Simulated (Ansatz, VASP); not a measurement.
One calculation of LiH, two programs

Contents of INCAR:

```
  PREC = Accurate
  ENCUT = 520
  EDIFF = 1E-6
  ISMEAR = 0
  SIGMA = 0.05
  LREAL = False
  LASPH = True
  NELM = 100
  ALGO = Normal
  ISIF = 2
  LWAVE = False
  LCHARG = False
  GGA = PE
  NBANDS = 9
```

File KPOINTS:

```
Automatic mesh
0
Gamma
  14 14 14
```

The input POSCAR:

```
LiH
1.0
    0.0000000000      2.0367500000      2.0367500000
    2.0367500000      0.0000000000      2.0367500000
    2.0367500000      2.0367500000      0.0000000000
Li H
1 1
Direct
    0.0000000000      0.0000000000      0.0000000000
    0.5000000000      0.5000000000      0.5000000000
```

Input for Ansatz:

```yaml
crystal:
  lattice:
    - [0.0, 2.03675, 2.03675]
    - [2.03675, 0.0, 2.03675]
    - [2.03675, 2.03675, 0.0]
  atoms:
    - { symbol: Li, position: [0.0, 0.0, 0.0] }
    - { symbol: H, position: [0.5, 0.5, 0.5] }
basis:
  ecutwfc: 420
  fft_grid_basis: typed
kpoints:
  mp_grid: { grid: [14, 14, 14] }
hamiltonian:
  xc: pbe
scf:
  occupations: { method: gaussian, width: 0.05 }
output:
  forces: true
  stress: true
  eigenvalues: true
  bader: true
  write_density: true
  volumetric_format: npy
  elf: true
```

Alike in both runs: task single point; functional PBE; k mesh 14 × 14 × 14; occupations gaussian, width 0.05 eV; no spin polarisation.

|  | VASP | Ansatz |
| --- | --- | --- |
| version | VASP 6.6.1 | Ansatz 0.2.0 |
| potentials or method | VASP PAW PBE potentials, release 64 (Li_sv, H) | scalar-relativistic, plane waves, PAW |
| plane-wave cutoff (eV) | 520 | 420 |
| valence electrons in the cell | 4 | 4 |

Ansatz gave:

| Quantity | Value |
| --- | --- |
| gap on the k mesh at the Fermi level (eV) | 3.02 |

What did VASP give for the same quantities?

gap on the k mesh at the Fermi level (eV): 3.01.

 A k mesh can miss the band edges.
